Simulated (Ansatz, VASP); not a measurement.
**Two plane-wave programs on Na**

```
Na
1.0
    -2.18299    2.18299    2.18299
     2.18299   -2.18299    2.18299
     2.18299    2.18299   -2.18299
Na
1
Direct
  0.00000 0.00000 0.00000
```

Alike in both runs: task single point; functional r2SCAN; k mesh 9 × 9 × 9; occupations fermi-dirac, width 0.05 eV; no spin polarisation.

|  | VASP | Ansatz |
| --- | --- | --- |
| version | VASP 6.6.1 | Ansatz 0.2.0 |
| potentials or method | VASP PAW PBE potentials, release 64 (Na_pv) | Ansatz PAW |
| plane-wave cutoff (eV) | 520 | 500 |
| valence electrons in the cell | 7 | 9 |

Ansatz gave:

| Quantity | Value |
| --- | --- |
| gap on the k mesh at the Fermi level (eV) | none |
| pressure (GPa) | -0.6 |

**Question.** What did VASP give for the same quantities?

**Answer.** gap on the k mesh at the Fermi level (eV): none; pressure (GPa): -0.7.

A gap of «none» marks a metal or a gap that the smearing closes. With one functional, cell and mesh, what is left measures potentials, basis and numerics. The two sets of potentials don't hold the same shells in valence.

Caveats: the PAW data sets were made with another functional, which shifts forces and pressure a little (VASP); the PAW data sets come from PBE, with cores solved anew for the run's functional, which leaves a small shift of forces and pressure (Ansatz).
